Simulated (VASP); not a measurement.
A run of VASP 6.6.1 is set up as follows.

File INCAR:

```
SYSTEM = Zr
ALGO     = Normal         ! electronic algorithm
EDIFF    = 1E-6           ! SCF threshold, eV
ENCUT    = 520            ! plane-wave cutoff, eV
GGA      = PS             ! functional
ICORELEVEL= 1            
ISIF     = 2              ! what is computed and relaxed
ISMEAR   = 1              ! smearing method
LASPH    = .True.         ! aspherical terms in the spheres
LCHARG   = .False.        ! write CHGCAR
LREAL    = .False.        ! projectors in reciprocal space
LWAVE    = .False.        ! write WAVECAR
NELM     = 80             ! most SCF steps
PREC     = Accurate       ! precision mode
SIGMA    = 0.1            ! smearing width, eV
```

The input KPOINTS:

```
k-points
0
Gamma
  12 12 11
  0 0 0
```

The input POSCAR:

```
Zr
1.0
    3.1860372700      0.0000000000      0.0000000000
   -1.5930188700      2.7591887700      0.0000000000
    0.0000000000      0.0000000000      5.1139780000
Zr
2
Direct
    0.3333330000      0.6666660000      0.2500000000
    0.6666670000      0.3333340000      0.7500000000
```

Potentials or basis: VASP PAW PBE potentials, release 64 (Zr_sv).

The run is started by

```sh
$ cat potpaw_PBE.64/Zr_sv/POTCAR > POTCAR
$ mpirun -np 1 vasp_std > vasp.out
```

Predict the pressure.

0.0 GPa.

Estimate the band gap on the k mesh.

none (metal or under the smearing width).

Core levels (eV, on the scale of the bands):
```csv
atom,levels
1 Zr,"1s -17806.9, 2s -2454.1, 2p -2186.6, 3s -389.4, 3p -302.3, 3d -159.4"
2 Zr,"1s -17806.9, 2s -2454.1, 2p -2186.6, 3s -389.4, 3p -302.3, 3d -159.4"
```

Caveat: the PAW data sets were made with another functional, which shifts forces and pressure a little.
